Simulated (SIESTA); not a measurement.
## MoS2 in SIESTA: the effect of Hubbard term

The system is MoS2.

```
Mo S
1.0
     1.58000    0.91221    6.15000
    -1.58000    0.91221    6.15000
     0.00000   -1.82443    6.15000
Mo S
1 2
Direct
  0.00000 0.00000 0.00000
  0.41700 0.41700 0.41700
  0.25000 0.25000 0.25000
```

Measurements of this composition are mostly on another form, of space group No. 194.

Alike in all runs:

- Program: SIESTA 5.4.2
- Task: density of states
- Functional: PBEsol
- Potentials or basis: PseudoDojo 0.4 standard (PBEsol files)
- Basis: DZP (energy shift 0.003 Ry; two zetas on semicore shells)
- Grid cutoff: 800 Ry
- Energy shift: 0.003 Ry
- k mesh: 8 × 8 × 8
- Occupations: fermi-dirac, width 0.05 eV
- Spin: no spin polarisation
- Hubbard projector method: 1
- U from the first cycle: yes
- broadening (eV): 0.05 eV
- window from (eV): -10 eV
- window to (eV): 5 eV
- energy points: 201

```csv
Hubbard term,gap on the mesh (eV),pressure (GPa),largest force (eV/Å)
none,1.04,3.4,0.71
Mo d U = 2 eV,?,?,?
Mo d U = 4 eV,1.08,1.2,0.47
Mo d U = 6 eV,1.11,-0.1,0.33
```

**Question.** What does the run with Hubbard term Mo d U = 2 eV give?

**Answer.** gap on the mesh 1.06 eV; pressure 2.3 GPa; largest force 0.59 eV/Å.

Worked out: A straight line through the other rows of the gap on the mesh, of slope 0.0114 eV per eV, gives 1.06 eV, against the run's 1.06. A straight line through the other rows of the pressure, of slope -0.579 GPa per eV, gives 2.3 GPa, against the run's 2.3. A straight line through the other rows of the largest force, of slope -0.0629 eV/Å per eV, gives 0.59 eV/Å, against the run's 0.59.

Caveats: the basis of atomic orbitals isn't converged, which shifts pressures, moduli and gaps.

A k mesh can miss the band edges.

Runs at the PBE level aren't shown here.
